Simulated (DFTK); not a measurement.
# BN (P6_3mc) in DFTK: equation of state

Aim: energy against volume of BN in PBEsol, for its equilibrium volume and stiffness.

All numbers are computed with DFTK 0.8.2; they aren't measurements. Logs are shortened: lines on timing, memory, paths and dates and some standing lists are left out, and cuts for length are marked.

## (1) Starting point

Symmetry: P6_3mc, No. 186, hexagonal system. The conventional cell has a = 2.554 Å, b = 2.554 Å, c = 4.227 Å, α = 90.00°, β = 90.00°, γ = 120.00°. N (site symmetry 3m) has 4 B at 1.57 to 1.58 Å as nearest neighbours. B (site symmetry 3m) has 4 N at 1.57 to 1.58 Å as nearest neighbours.

Measurements of this composition are mostly on another form, of space group No. 194.

## (2) Equation of state, PBEsol

run.jl

```julia
using DFTK
using PseudoPotentialData
using Unitful, UnitfulAtomic
using LinearAlgebra, Printf
include("save.jl")
disable_threading()

# lattice vectors are the columns
lattice = austrip(1u"Å") * [  2.5539396017  -1.2769698009            0.0;
                      0.0   2.2117765748            0.0;
                      0.0            0.0       4.226855]
symbols   = [:N, :N, :B, :B]
positions = [[0.3333333333, 0.6666666667, 0.125276],
             [0.6666666667, 0.3333333333, 0.625276],
             [0.3333333333, 0.6666666667, 0.499724],
             [0.6666666667, 0.3333333333, 0.999724]]
pseudopotentials = PseudoFamily("dojo.nc.sr.pbesol.v0_4_1.standard.upf")
elements = Dict(s => ElementPsp(s, pseudopotentials) for s in unique(symbols))
atoms    = [elements[s] for s in symbols]

build_model(lattice, positions; symmetries=true) =
    model_DFT(lattice, atoms, positions;
              functionals=PBEsol(),
              temperature=austrip(0.05u"eV"),
              smearing=Smearing.FermiDirac(),
              symmetries)
Ecut  = 42.0  # hartree
kgrid = [12, 12, 6]
tol   = 1e-6
to_GPa = ustrip(uconvert(u"GPa", 1u"hartree/bohr^3"))

results["points"] = []
for scale in [0.94, 0.96, 0.98, 1.0, 1.02, 1.04, 1.06]
    println("\n=== scale = ", scale)
    model = build_model(cbrt(scale) * lattice, positions)
    basis = PlaneWaveBasis(model; Ecut, kgrid)
    t0 = time()
    scfres = self_consistent_field(basis;
                                   tol,
                                   nbandsalg=AdaptiveBands(model; n_bands_converge=13))
    seconds = time() - t0
    @printf "SCF: %d iterations, %.1f s\n" scfres.n_iter seconds
    forces = compute_forces_cart(scfres)
    stress = compute_stresses_cart(scfres)
    @printf "V = %.5f Å^3  F = %.8f Ha  max force = %.5f eV/Å  p = %.4f GPa\n" ustrip(auconvert(u"Å^3", model.unit_cell_volume)) scfres.energies.total ustrip(auconvert(u"eV/Å", maximum(norm, forces))) (-tr(stress) / 3 * to_GPa)
    push!(results["points"], save_scf!(scfres; forces, stress, d=Dict{String,Any}("seconds" => seconds, "n_matvec" => get(scfres, :n_matvec, 0))))
end

# third-order Birch-Murnaghan fit in x = V^(-2/3)
V = [0.94, 0.96, 0.98, 1.0, 1.02, 1.04, 1.06] * abs(det(lattice))
E = [p["total"] for p in results["points"]]
x = V .^ (-2 / 3)
c = [x .^ 0 x x .^ 2 x .^ 3] \ E
Δ = c[3]^2 - 3c[2] * c[4]
if Δ > 0
    x0 = (-c[3] + sqrt(Δ)) / 3c[4]
    B0 = 4 / 9 * x0^(7 / 2) * (2c[3] + 6c[4] * x0)
    @printf "V0 = %.4f Å^3  B0 = %.2f GPa\n" ustrip(auconvert(u"Å^3", x0^(-3 / 2))) B0 * to_GPa
end
```

Potentials or basis: dojo.nc.sr.pbesol.v0_4_1.standard.upf (PBEsol).

On the command line:

```
julia --threads=1 run.jl  # save.jl only writes the numbers to a file and isn't shown; printed stress counts tension as positive; times include loading and compiling
```

The log of the run:

```text
=== scale = 0.94
n     Energy            log10(ΔE)   log10(Δρ)   Diag   Δtime
---   ---------------   ---------   ---------   ----   ------
  1   -26.66987196024                   -0.48    4.4    11.3s
  2   -26.69586867499       -1.59       -0.63    2.9    7.76s
  3   -26.73913503056       -1.36       -1.74    3.6    9.17s
  4   -26.73923119927       -4.02       -2.63    1.1    5.83s
  5   -26.73923455472       -5.47       -3.03    3.0    7.49s
  6   -26.73923503507       -6.32       -3.52    1.9    6.77s
  7   -26.73923510020       -7.19       -3.94    2.6    7.62s
  8   -26.73923510952       -8.03       -4.68    1.8    5.77s
  9   -26.73923511018       -9.18       -5.42    3.1    7.59s
 10   -26.73923511020      -10.88       -6.14    2.5    6.90s
SCF: 10 iterations, 77.8 s
V = 22.44384 Å^3  F = -26.73923511 Ha  max force = 0.04176 eV/Å  p = 20.0553 GPa

=== scale = 0.96
n     Energy            log10(ΔE)   log10(Δρ)   Diag   Δtime
---   ---------------   ---------   ---------   ----   ------
[... 54 further cycles ...]
  1   -26.66884087413                   -0.52    4.2    8.84s
  2   -26.68568508014       -1.77       -0.62    2.7    7.34s
  3   -26.73638855817       -1.29       -1.76    3.6    7.93s
  4   -26.73642286775       -4.46       -2.72    1.1    4.36s
  5   -26.73642423409       -5.86       -3.31    3.0    7.05s
  6   -26.73642445355       -6.66       -4.29    2.9    6.18s
  7   -26.73642445970       -8.21       -4.64    4.1    8.42s
  8   -26.73642446013       -9.37       -5.41    1.4    4.70s
  9   -26.73642446015      -10.67       -5.70    3.2    6.84s
 10   -26.73642446015      -11.57       -6.72    1.5    5.64s
SCF: 10 iterations, 68.1 s
V = 25.30901 Å^3  F = -26.73642446 Ha  max force = 0.05118 eV/Å  p = -24.4387 GPa
V0 = 23.5406 Å^3  B0 = 385.39 GPa
```

Wall time 17 min (1 thread of Intel Xeon Platinum 8559C (Emerald Rapids), shared host); peak memory 2.2 GiB.

What came out:

```yaml
Equilibrium_volume: 5.89 Å³/atom
Bulk_modulus_at_fixed_shape_and_positions: 385 GPa
Pressure_derivative_of_the_bulk_modulus: 3.7
```

Energy against volume, from the lowest point:
```csv
volume (Å³/atom),energy (meV/atom)
5.611,16.29
5.730,4.85
5.850,0.00
5.969,1.15
6.088,7.76
6.208,19.32
6.327,35.41
```

Caveat: the cell was scaled at fixed shape and fractional positions, which overstates the stiffness of a crystal with free parameters, most of all of layers and chains.

## (3) Single point, PBEsol, 5.61 Å³/atom (volume scaled by 0.94)

run.jl is that of step 2.

Potentials or basis: dojo.nc.sr.pbesol.v0_4_1.standard.upf (PBEsol).

On the command line:

```
julia --threads=1 run.jl  # one pass of the loop, scale = 0.94; save.jl only writes the numbers to a file and isn't shown; printed stress counts tension as positive; times include loading and compiling
```

Run time: 78 s. Hardware: 1 thread of Intel Xeon Platinum 8559C (Emerald Rapids), shared host.

Results (log left out):

```
Free energy            : -727.6117 eV
Pressure               : 20.1 GPa
Largest force          : 0.042 eV/Å
Band gap on the k mesh : 4.94 eV, indirect (least direct gap 8.51 eV)
```

## (4) Single point, PBEsol, 5.73 Å³/atom (volume scaled by 0.96)

run.jl is that of step 3.

On the command line:

```
julia --threads=1 run.jl  # one pass of the loop, scale = 0.96; save.jl only writes the numbers to a file and isn't shown; printed stress counts tension as positive; times include loading and compiling
```

Run time: 82 s. Hardware: 1 thread of Intel Xeon Platinum 8559C (Emerald Rapids), shared host.

It converged, with:

* Free energy: -727.6574 eV
* Pressure: 10.8 GPa
* Largest force: 0.024 eV/Å
* Band gap on the k mesh: 4.97 eV, indirect (least direct gap 8.41 eV)

## (5) Single point, PBEsol, 5.85 Å³/atom (volume scaled by 0.98)

run.jl is that of step 4.

On the command line:

```
julia --threads=1 run.jl  # one pass of the loop, scale = 0.98; save.jl only writes the numbers to a file and isn't shown; printed stress counts tension as positive; times include loading and compiling
```

Run time: 79 s. Hardware: 1 thread of Intel Xeon Platinum 8559C (Emerald Rapids), shared host.

Results (log left out):

- Free energy: -727.6768 eV
- Pressure: 2.3 GPa
- Largest force: 0.007 eV/Å
- Band gap on the k mesh: 5.01 eV, indirect (least direct gap 8.31 eV)

## (6) Single point, PBEsol, 5.97 Å³/atom

run.jl is that of step 5.

Potentials or basis: dojo.nc.sr.pbesol.v0_4_1.standard.upf (PBEsol).

On the command line:

```
julia --threads=1 run.jl  # one pass of the loop, scale = 1.0; save.jl only writes the numbers to a file and isn't shown; printed stress counts tension as positive; times include loading and compiling
```

Wall time 82 s (1 thread of Intel Xeon Platinum 8559C (Emerald Rapids), shared host).

It converged, with:

```yaml
Free_energy: -727.6722 eV
Pressure: -5.3 GPa
Largest_force: 0.009 eV/Å
Band_gap_on_the_k_mesh: 5.04 eV, indirect (least direct gap 8.21 eV)
```

## (7) Single point, PBEsol, 6.09 Å³/atom (volume scaled by 1.02)

run.jl is that of step 6.

On the command line:

```
julia --threads=1 run.jl  # one pass of the loop, scale = 1.02; save.jl only writes the numbers to a file and isn't shown; printed stress counts tension as positive; times include loading and compiling
```

It took 85 s on 1 thread of Intel Xeon Platinum 8559C (Emerald Rapids), shared host.

It converged, with:

- Free energy: -727.6458 eV
- Pressure: -12.3 GPa
- Largest force: 0.024 eV/Å
- Band gap on the k mesh: 5.06 eV, indirect (least direct gap 8.10 eV)

## (8) Single point, PBEsol, 6.21 Å³/atom (volume scaled by 1.04)

run.jl is that of step 7.

On the command line:

```
julia --threads=1 run.jl  # one pass of the loop, scale = 1.04; save.jl only writes the numbers to a file and isn't shown; printed stress counts tension as positive; times include loading and compiling
```

Wall time 73 s (1 thread of Intel Xeon Platinum 8559C (Emerald Rapids), shared host).

It converged, with:

```
Free energy            : -727.5995 eV
Pressure               : -18.7 GPa
Largest force          : 0.038 eV/Å
Band gap on the k mesh : 5.09 eV, indirect (least direct gap 8.00 eV)
```

## (9) Single point, PBEsol, 6.33 Å³/atom (volume scaled by 1.06)

run.jl is that of step 8.

Potentials or basis: dojo.nc.sr.pbesol.v0_4_1.standard.upf (PBEsol).

On the command line:

```
julia --threads=1 run.jl  # one pass of the loop, scale = 1.06; save.jl only writes the numbers to a file and isn't shown; printed stress counts tension as positive; times include loading and compiling
```

Wall time 68 s (1 thread of Intel Xeon Platinum 8559C (Emerald Rapids), shared host).

It converged, with:

```yaml
Free_energy: -727.5352 eV
Pressure: -24.4 GPa
Largest_force: 0.051 eV/Å
Band_gap_on_the_k_mesh: 5.11 eV, indirect (least direct gap 7.89 eV)
```
